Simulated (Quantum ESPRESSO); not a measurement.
# BN: dielectric tensor with LDA

BN:

```xyz
2
Lattice="0.0000 1.8130 1.8130 1.8130 0.0000 1.8130 1.8130 1.8130 0.0000" Properties=species:S:1:pos:R:3 pbc="T T T"
N     0.9065    0.9065    0.9065
B     0.0000    0.0000    0.0000
```

The cell is a database's computed one.

```json
{
  "Program": "Quantum ESPRESSO 7.5",
  "Task": "dielectric tensor",
  "Functional": "LDA",
  "Potentials or basis": "GBRV 1.5 LDA",
  "Cutoff": "612 eV",
  "Density cutoff": "4898 eV",
  "k mesh": "10 × 10 × 10, shifted",
  "Occupations": "fermi-dirac, width 0.05 eV",
  "Spin": "no spin polarisation",
  "Form of the LDA correlation": "PZ81",
  "Mixing beta": "0.5",
  "Most SCF iterations": "120",
  "SCF threshold": "4e-10 Ry"
}
```

```json
{
  "Pressure": "-12.9 GPa",
  "Electronic dielectric tensor (diagonal)": "4.60",
  "Born charges (mean of the diagonal)": "N -1.90; B +1.89 e"
}
```

Levels at points of the mesh, in eV from the valence-band top:
| k point | band 1 | band 2 | band 3 | band 4 | band 5 | band 6 | band 7 | band 8 | band 9 |
| --- | --- | --- | --- | --- | --- | --- | --- | --- | --- |
| (0.05, 0.05, 0.05) | -19.84 | -0.27 | 0.00 | 0.00 | 8.82 | 8.82 | 8.82 | 10.57 | 24.30 |

Electronic dielectric tensor:
```
4.60 0.00 0.00
0.00 4.60 0.00
0.00 0.00 4.60
```

Born effective charge tensors (e):
atom 1, N
```
-1.90  0.00  0.00
 0.00 -1.90  0.00
 0.00  0.00 -1.90
```
atom 2, B
```
1.89 0.00 0.00
0.00 1.89 0.00
0.00 0.00 1.89
```

It took 83 s on 1 thread of Intel(R) Xeon(R) Processor @ 2.50GHz (Skylake/Cascade Lake), with other jobs on the host, peak memory 0.05 GiB.

Caveat: the cell is more than 3 GPa from zero pressure, which shifts response properties.
